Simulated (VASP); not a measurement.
SnS2 (Berndtite-2T): relaxation of cell and atoms with PBE

Crystal: SnS2 (Berndtite-2T).

```
Sn S
1.0
     3.70129    0.00000    0.00000
    -1.85065    3.20541    0.00000
     0.00000    0.00000    6.77029
Sn S
1 2
Cartesian
  0.0000 0.0000 0.0000
  0.0000 2.1369 1.4784
  1.8506 1.0685 5.2919
```

```
Program                : VASP 6.6.1
Task                   : relaxation of cell and atoms
Functional             : PBE
Potentials or basis    : VASP PAW PBE potentials, release 64 (Sn_d, S)
Cutoff                 : 600 eV
k mesh                 : 9 × 9 × 5
Occupations            : gaussian, width 0.03 eV
Spin                   : no spin polarisation
Further INCAR settings : ALGO = Normal; EDIFF = 1e-07; IBRION = 2; EDIFFG = -0.005; NSW = 90; ISIF = 3
```

* Relaxed volume: 27.07 Å³/atom
* Relaxed cell: a = 3.700 Å, b = 3.700 Å, c = 6.850 Å, α = 90.00°, β = 90.00°, γ = 120.00°
* Space group after relaxing (to 0.05 Å): P-3m1 (No. 164)
* Energy gained by relaxing: 0.1 meV/atom
* Ionic steps: 14
* Pressure after relaxing: 0.0 GPa
* Largest force after relaxing: 0.005 eV/Å
* Band gap on the k mesh: 1.59 eV, indirect (least direct gap 1.84 eV)

Forces in eV/Å, atoms in the order of the input:
```
Sn   0.000  0.000  0.000
S    0.000  0.000 -0.005
S    0.000  0.000  0.005
```

The path:
```tsv
step	energy change (eV)	largest force (eV/Å)	pressure (GPa)	volume (Å³)
1	0.0000	0.0076	0.00	80.32
2	0.0000	0.0049	0.02	80.32
3	0.0000	0.0029	0.06	80.32
4	0.0000	0.0027	0.06	80.32
5	0.0000	0.0030	0.07	80.33
6	0.0000	0.0032	0.07	80.35
7	0.0000	0.0036	0.07	80.40
8	-0.0001	0.0044	0.08	80.48
9	-0.0001	0.0064	0.09	80.64
10	-0.0002	0.0106	0.12	80.97
11	-0.0002	0.0021	0.07	81.10
12	-0.0003	0.0126	-0.03	81.33
13	-0.0003	0.0116	-0.03	81.32
14	-0.0003	0.0047	0.02	81.21
```

Final structure:
```cif
data_structure
_symmetry_space_group_name_H-M 'P 1'
_symmetry_Int_Tables_number 1
_cell_length_a 3.7000
_cell_length_b 3.7000
_cell_length_c 6.8499
_cell_angle_alpha 90.000
_cell_angle_beta 90.000
_cell_angle_gamma 120.000
_cell_volume 81.21
loop_
_atom_site_label
_atom_site_type_symbol
_atom_site_fract_x
_atom_site_fract_y
_atom_site_fract_z
_atom_site_occupancy
Sn1 Sn 0.00000 0.00000 0.00000 1
S1 S 0.33333 0.66667 0.21587 1
S2 S 0.66667 0.33333 0.78413 1
```

Levels at points of the mesh, in eV from the valence-band top:
```csv
k point,band 9,band 10,band 11,band 12,band 13,band 14,band 15,band 16,band 17
"(0.00, 0.00, 0.00)",-0.47,-0.47,-0.39,-0.11,-0.11,2.06,3.80,5.43,5.43
```

It took 4.5 min on 2 MPI ranks on Intel(R) Xeon(R) Platinum 8488C (Sapphire Rapids) (shared host), peak memory 0.26 GiB a rank.

Caveat: spin-orbit coupling is left out, which moves the levels of the heavy elements; an odd mesh through Γ misses points on the zone boundary, where band edges often lie; this functional lacks dispersion, which binds the layers, so the pressure and a relaxed spacing across them are unreliable.
